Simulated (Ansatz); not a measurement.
The system is Al3Cu2.

```
Cu Al
1.0
     4.09195    0.00000    0.00000
    -2.04598    3.54373    0.00000
     0.00000    0.00000    4.99278
Cu Al
2 3
Direct
  0.66667 0.33333 0.16049
  0.33333 0.66667 0.83951
  0.66667 0.33333 0.65007
  0.33333 0.66667 0.34993
  0.00000 0.00000 0.00000
```

The cell comes from a database or a generator and needn't be the stable form of this composition.

```yaml
Program: Ansatz 0.2.0
Task: relaxation of cell and atoms
Functional: BLYP
Potentials_or_basis: Ansatz PAW
Cutoff: "420 eV (not typed: the program's choice for these potentials)"
k_mesh: 8 × 8 × 6
Occupations: fermi-dirac, width 0.05 eV
Spin: no spin polarisation
```

At the start: volume 14.48 Å³/atom.

Question: Where does the relaxation end?

Answer: It ends after 9 steps and the volume is 15.66 Å³/atom (+8.1 %); space group P-3m1 (No. 164, to 0.05 Å).

The path:
| step | energy change (eV) | largest force (eV/Å) | volume (Å³) |
| --- | --- | --- | --- |
| 1 | 0.0000 | 0.2560 | 72.40 |
| 2 | -0.1089 | 0.1766 | 75.69 |
| 3 | -0.1334 | 0.0855 | 77.83 |
| 4 | -0.1352 | 0.0399 | 78.23 |
| 5 | -0.1360 | 0.0114 | 78.23 |
| 6 | -0.1361 | 0.0048 | 78.23 |
| 7 | -0.1401 | 0.0047 | 78.23 |
| 8 | -0.1401 | 0.0003 | 78.30 |
| 9 | -0.1401 | 0.0003 | 78.30 |

Final structure:
```xyz
5
Lattice="4.1881 0.0000 0.0000 -2.0940 3.6270 0.0000 0.0000 0.0000 5.1545" Properties=species:S:1:pos:R:3 pbc="T T T"
Cu    2.0940    1.2090    0.8894
Cu    0.0000    2.4180    4.2651
Al    2.0940    1.2090    3.3646
Al    0.0000    2.4180    1.7899
Al    0.0000    0.0000    0.0000
```

Caveat: the plane-wave basis is chosen anew once the cell has moved, so the energies of steps on either side of that aren't comparable; the PAW data sets come from PBE, with cores solved anew for the run's functional, which leaves a small shift of forces and pressure.
